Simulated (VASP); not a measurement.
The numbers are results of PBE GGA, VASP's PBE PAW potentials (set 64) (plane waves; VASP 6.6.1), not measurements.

The input files of a VASP run:

**KPOINTS**
```
Automatic mesh
0
Gamma
12 12 9
0 0 0
```

**POSCAR**
```
CoPt
1.0
  2.6929605581   0.0000000000   0.0000000000
  0.0000000000   2.6929605581   0.0000000000
  0.0000000000   0.0000000000   3.7152499222
Co Pt
1 1
direct
  0.0000000000   0.0000000000   0.0000000000
  0.5000000000   0.5000000000   0.5000000000
```

**INCAR**
```
SYSTEM = CoPt
PREC = Accurate
ENCUT = 530
EDIFF = 1E-7
NELM = 100
ALGO = Normal
LREAL = .FALSE.
LASPH = .TRUE.
ISMEAR = 1
SIGMA = 0.1
GGA = PE
LMAXMIX = 6
ISPIN = 2
MAGMOM = 1.9 0.4
LORBIT = 10
LWAVE = .FALSE.
LCHARG = .FALSE.
IBRION = 6
ISIF = 3
NFREE = 2
POTIM = 0.015
NSW = 1
```

POTCAR, in this order: Co Pt (PBE.64 set). Program: vasp_std.

What VASP printed:

OSZICAR:
```
...
DAV:   8    -0.133074421779E+02   -0.37653E-04   -0.92777E-07 18066   0.109E-02    0.219E-03
DAV:   9    -0.133074474169E+02   -0.52391E-05   -0.10912E-07  9552   0.400E-03    0.739E-04
DAV:  10    -0.133074502220E+02   -0.28050E-05   -0.22258E-08  7472   0.197E-03    0.377E-04
DAV:  11    -0.133074500247E+02    0.19731E-06   -0.70433E-09  7352   0.101E-03    0.220E-04
DAV:  12    -0.133074504096E+02   -0.38497E-06   -0.13234E-09  7190   0.498E-04    0.119E-04
DAV:  13    -0.133074504146E+02   -0.49183E-08   -0.57537E-10  7184   0.280E-04
  14 F= -.13307450E+02 E0= -.13307148E+02  d E =-.908571E-03  mag=     2.2707
       N       E                     dE             d eps       ncg     rms          rms(c)
DAV:   1    -0.132963785860E+02    0.11072E-01   -0.26888E+00 13720   0.117E+01    0.902E-01
DAV:   2    -0.133064679454E+02   -0.10089E-01   -0.32224E-02 17672   0.226E+00    0.499E-01
DAV:   3    -0.133082752320E+02   -0.18073E-02   -0.44348E-03 18022   0.181E+00    0.352E-01
DAV:   4    -0.133076039029E+02    0.67133E-03   -0.14522E-03 17176   0.113E+00    0.804E-02
DAV:   5    -0.133074481583E+02    0.15574E-03   -0.41138E-04 18426   0.225E-01    0.392E-02
DAV:   6    -0.133074512731E+02   -0.31148E-05   -0.29010E-05 17786   0.917E-02    0.128E-02
DAV:   7    -0.133074503830E+02    0.89011E-06   -0.22044E-06 16184   0.189E-02    0.674E-03
DAV:   8    -0.133074503889E+02   -0.59331E-08   -0.30425E-07 12004   0.723E-03
  15 F= -.13307450E+02 E0= -.13307147E+02  d E =-.908919E-03  mag=     2.2707
       N       E                     dE             d eps       ncg     rms          rms(c)
DAV:   1    -0.133015269077E+02    0.59235E-02   -0.17311E+00  7840   0.947E+00    0.654E-01
DAV:   2    -0.133062765801E+02   -0.47497E-02   -0.17419E-02  9554   0.160E+00    0.358E-01
DAV:   3    -0.133073890316E+02   -0.11125E-02   -0.19895E-03 10764   0.112E+00    0.227E-01
DAV:   4    -0.133071196360E+02    0.26940E-03   -0.63715E-04  9950   0.751E-01    0.597E-02
DAV:   5    -0.133070482942E+02    0.71342E-04   -0.17745E-04 10800   0.169E-01    0.277E-02
DAV:   6    -0.133070516884E+02   -0.33942E-05   -0.26370E-05 10128   0.738E-02    0.863E-03
DAV:   7    -0.133070516947E+02   -0.63214E-08   -0.17683E-06  8684   0.140E-02    0.438E-03
DAV:   8    -0.133070518325E+02   -0.13782E-06   -0.40887E-07  8168   0.735E-03    0.189E-03
DAV:   9    -0.133070521600E+02   -0.32748E-06   -0.13376E-07  5458   0.523E-03    0.761E-04
DAV:  10    -0.133070521744E+02   -0.14412E-07   -0.66717E-08  4244   0.261E-03
  16 F= -.13307052E+02 E0= -.13306745E+02  d E =-.921905E-03  mag=     2.2708
       N       E                     dE             d eps       ncg     rms          rms(c)
DAV:   1    -0.132952166467E+02    0.11836E-01   -0.35402E+00  7852   0.135E+01    0.928E-01
DAV:   2    -0.133061211226E+02   -0.10904E-01   -0.40893E-02 10482   0.261E+00    0.554E-01
DAV:   3    -0.133080309390E+02   -0.19098E-02   -0.59844E-03 10154   0.213E+00    0.404E-01
DAV:   4    -0.133072070728E+02    0.82387E-03   -0.19071E-03 10006   0.128E+00    0.949E-02
DAV:   5    -0.133070586562E+02    0.14842E-03   -0.36616E-04 10798   0.231E-01    0.433E-02
DAV:   6    -0.133070538073E+02    0.48489E-05   -0.48391E-05 11708   0.116E-01    0.186E-02
DAV:   7    -0.133070521295E+02    0.16778E-05   -0.32799E-06 10644   0.333E-02    0.835E-03
DAV:   8    -0.133070522653E+02   -0.13578E-06   -0.14455E-06  9272   0.135E-02    0.374E-03
DAV:   9    -0.133070522691E+02   -0.38683E-08   -0.16986E-07  4984   0.820E-03
  17 F= -.13307052E+02 E0= -.13306746E+02  d E =-.920208E-03  mag=     2.2708
       N       E                     dE             d eps       ncg     rms          rms(c)
DAV:   1    -0.133031147217E+02    0.39375E-02   -0.20571E+00 13720   0.999E+00    0.482E-01
DAV:   2    -0.133072149718E+02   -0.41003E-02   -0.24946E-02 17200   0.190E+00    0.279E-01
DAV:   3    -0.133077188992E+02   -0.50393E-03   -0.14050E-03 20320   0.800E-01    0.165E-01
DAV:   4    -0.133075626345E+02    0.15626E-03   -0.34405E-04 17856   0.541E-01    0.670E-02
DAV:   5    -0.133074582036E+02    0.10443E-03   -0.54351E-04 16886   0.220E-01    0.294E-02
DAV:   6    -0.133074553125E+02    0.28911E-05   -0.28867E-05 16586   0.808E-02    0.112E-02
DAV:   7    -0.133074518748E+02    0.34378E-05   -0.72040E-06 15006   0.228E-02    0.633E-03
DAV:   8    -0.133074510458E+02    0.82893E-06   -0.25775E-06 15172   0.129E-02    0.230E-03
DAV:   9    -0.133074509210E+02    0.12484E-06   -0.28993E-07 13400   0.698E-03    0.799E-04
DAV:  10    -0.133074508076E+02    0.11343E-06   -0.10087E-07  7472   0.299E-03    0.469E-04
DAV:  11    -0.133074507877E+02    0.19899E-07   -0.22332E-08  7280   0.203E-03
  18 F= -.13307451E+02 E0= -.13307148E+02  d E =-.908776E-03  mag=     2.2707
       N       E                     dE             d eps       ncg     rms          rms(c)
DAV:   1    -0.133036771206E+02    0.37737E-02   -0.36305E+00 13732   0.115E+01    0.173E-01
DAV:   2    -0.133079314949E+02   -0.42544E-02   -0.42615E-02 16262   0.220E+00    0.149E-01
DAV:   3    -0.133078904751E+02    0.41020E-04   -0.10221E-03 15568   0.295E-01    0.129E-01
DAV:   4    -0.133076654271E+02    0.22505E-03   -0.45709E-04 19846   0.412E-01    0.146E-01
DAV:   5    -0.133074812636E+02    0.18416E-03   -0.13522E-03 18986   0.512E-01    0.524E-02
DAV:   6    -0.133074617217E+02    0.19542E-04   -0.47951E-05 18590   0.112E-01    0.295E-02
DAV:   7    -0.133074560733E+02    0.56484E-05   -0.60152E-06 15148   0.172E-02    0.190E-02
DAV:   8    -0.133074508921E+02    0.51812E-05   -0.15285E-05 15130   0.254E-02    0.305E-03
DAV:   9    -0.133074507148E+02    0.17734E-06   -0.11813E-06 18836   0.783E-03    0.931E-04
DAV:  10    -0.133074507162E+02   -0.13902E-08   -0.93737E-09  7466   0.159E-03
  19 F= -.13307451E+02 E0= -.13307148E+02  d E =-.908534E-03  mag=     2.2707
       N       E                     dE             d eps       ncg     rms          rms(c)
DAV:   1    -0.133040635898E+02    0.33871E-02   -0.23669E+00  7912   0.939E+00    0.129E-01
DAV:   2    -0.133072732951E+02   -0.32097E-02   -0.31199E-02  9302   0.198E+00    0.100E-01
DAV:   3    -0.133072145512E+02    0.58744E-04   -0.82325E-04  8974   0.276E-01    0.758E-02
DAV:   4    -0.133071464605E+02    0.68091E-04   -0.20816E-04 11570   0.333E-01    0.940E-02
DAV:   5    -0.133070809052E+02    0.65555E-04   -0.53474E-04 11490   0.326E-01    0.298E-02
DAV:   6    -0.133070505648E+02    0.30340E-04   -0.23419E-05 10174   0.607E-02    0.165E-02
DAV:   7    -0.133070527768E+02   -0.22120E-05   -0.78407E-06  8992   0.177E-02    0.769E-03
DAV:   8    -0.133070508345E+02    0.19422E-05   -0.24803E-06  9280   0.109E-02    0.294E-03
DAV:   9    -0.133070514735E+02   -0.63895E-06   -0.84785E-07  8974   0.583E-03    0.530E-04
DAV:  10    -0.133070517641E+02   -0.29059E-06   -0.25274E-08  4256   0.162E-03    0.273E-04
DAV:  11    -0.133070516906E+02    0.73467E-07   -0.65233E-09  4142   0.887E-04
  20 F= -.13307052E+02 E0= -.13306744E+02  d E =-.921756E-03  mag=     2.2708
       N       E                     dE             d eps       ncg     rms          rms(c)
DAV:   1    -0.133011298236E+02    0.59219E-02   -0.48848E+00  7858   0.134E+01    0.172E-01
DAV:   2    -0.133077128167E+02   -0.65830E-02   -0.66067E-02 10090   0.277E+00    0.169E-01
DAV:   3    -0.133076260268E+02    0.86790E-04   -0.12823E-03  8720   0.295E-01    0.144E-01
DAV:   4    -0.133073700980E+02    0.25593E-03   -0.23325E-04 11510   0.280E-01    0.133E-01
DAV:   5    -0.133070889306E+02    0.28117E-03   -0.18134E-03 11052   0.478E-01    0.702E-02
DAV:   6    -0.133070794044E+02    0.95262E-05   -0.58996E-05 11794   0.184E-01    0.414E-02
DAV:   7    -0.133070609316E+02    0.18473E-04   -0.18355E-05  8578   0.290E-02    0.243E-02
DAV:   8    -0.133070518266E+02    0.91050E-05   -0.28629E-05  8926   0.347E-02    0.423E-03
DAV:   9    -0.133070517382E+02    0.88405E-07   -0.13060E-06 11032   0.869E-03    0.926E-04
DAV:  10    -0.133070517484E+02   -0.10228E-07   -0.12395E-08  4706   0.147E-03
  21 F= -.13307052E+02 E0= -.13306745E+02  d E =-.921693E-03  mag=     2.2708
```

OUTCAR:
```
------------------------ aborting loop because EDIFF is reached ----------------------------------------
  FORCE on cell =-STRESS in cart. coord.  units (eV):
  Direction    XX          YY          ZZ          XY          YZ          ZX
  --------------------------------------------------------------------------------------
  Total        0.0547756      0.0547756      0.0356246      0.0000000      0.0000000     -0.0000000
  in kB        3.2572400      3.2572400      2.1184206      0.0000000      0.0000000     -0.0000000
  external PRESSURE =       2.8776335 kB  Pullay stress =       0.0000000 kB
  volume of cell :       26.94
      direct lattice vectors                 reciprocal lattice vectors
     2.692960558  0.000000000  0.000000000     0.371338524  0.000000000  0.000000000
     0.000000000  2.692960558  0.000000000     0.000000000  0.371338524  0.000000000
     0.000000000  0.000000000  3.715249922     0.000000000  0.000000000  0.269160897
 POSITION                                       TOTAL-FORCE (eV/Angst)
 -----------------------------------------------------------------------------------
      0.00000      0.00000      0.00000        -0.000000      0.000000     -0.108474
      1.34648      1.34648      1.84262         0.000000      0.000000      0.108474
 -----------------------------------------------------------------------------------
    total drift:                                0.000000     -0.000000     -0.000020
  FREE ENERGIE OF THE ION-ELECTRON SYSTEM (eV)
  ---------------------------------------------------
  free  energy   TOTEN  =       -13.3070517484 eV

  energy  without entropy=      -13.3061300557  energy(sigma->0) =      -13.30674452

   1 f  =    6.245035 THz    39.238714 2PiTHz  208.311953 cm-1    25.827379 meV
             X         Y         Z           dx          dy          dz
      0.000000  0.000000  0.000000     0.000000    0.000000    0.876133
      1.346480  1.346480  1.857625     0.000000    0.000000   -0.482070

   2 f  =    4.456851 THz    28.003222 2PiTHz  148.664553 cm-1    18.432047 meV
             X         Y         Z           dx          dy          dz
      0.000000  0.000000  0.000000    -0.875993   -0.000000    0.000000
      1.346480  1.346480  1.857625     0.482324   -0.000000    0.000000

   3 f  =    4.456851 THz    28.003222 2PiTHz  148.664553 cm-1    18.432047 meV
             X         Y         Z           dx          dy          dz
      0.000000  0.000000  0.000000     0.000000   -0.875993    0.000000
      1.346480  1.346480  1.857625     0.000000    0.482324    0.000000

   4 f/i=    0.002837 THz     0.017827 2PiTHz    0.094641 cm-1     0.011734 meV
             X         Y         Z           dx          dy          dz
      0.000000  0.000000  0.000000     0.000000    0.000000   -0.482070
      1.346480  1.346480  1.857625     0.000000    0.000000   -0.876133

   5 f/i=    0.003319 THz     0.020857 2PiTHz    0.110726 cm-1     0.013728 meV
             X         Y         Z           dx          dy          dz
      0.000000  0.000000  0.000000    -0.446795   -0.181690    0.000000
      1.346480  1.346480  1.857625    -0.811464   -0.329983    0.000000

   6 f/i=    0.003319 THz     0.020857 2PiTHz    0.110726 cm-1     0.013728 meV
             X         Y         Z           dx          dy          dz
      0.000000  0.000000  0.000000     0.181690   -0.446795    0.000000
      1.346480  1.346480  1.857625     0.329983   -0.811464    0.000000

 ELASTIC MODULI CONTR FROM IONIC RELAXATION (kBar)
 Direction    XX          YY          ZZ          XY          YZ          ZX
 --------------------------------------------------------------------------------
 XX           0.0000      0.0000      0.0000      0.0000      0.0000      0.0000
 YY           0.0000      0.0000      0.0000      0.0000      0.0000      0.0000
 ZZ           0.0000      0.0000      0.0000      0.0000      0.0000      0.0000
 XY           0.0000      0.0000      0.0000      0.0000      0.0000      0.0000
 YZ           0.0000      0.0000      0.0000      0.0000      0.0000      0.0000
 ZX           0.0000      0.0000      0.0000      0.0000      0.0000      0.0000
 --------------------------------------------------------------------------------

 TOTAL ELASTIC MODULI (kBar)
 Direction    XX          YY          ZZ          XY          YZ          ZX
 --------------------------------------------------------------------------------
 XX        4145.5323    884.5639   1711.9029      0.0000     -0.0000     -0.0000
 YY         884.5639   4145.5323   1711.9029      0.0000     -0.0000      0.0000
 ZZ        1711.9029   1711.9029   2984.3874      0.0000      0.0000      0.0000
 XY           0.0000      0.0000      0.0000    687.5526      0.0000      0.0000
 YZ          -0.0000     -0.0000      0.0000      0.0000   1297.4979      0.0000
 ZX          -0.0000      0.0000      0.0000      0.0000      0.0000   1297.4977
 --------------------------------------------------------------------------------
```
(Selected blocks of OUTCAR.)

Finite-difference elastic constants of metals are sensitive to mesh and smearing; shear constants can be off by tens of GPa.

The compound is CoPt in the L1_0 structure. It was relaxed first.
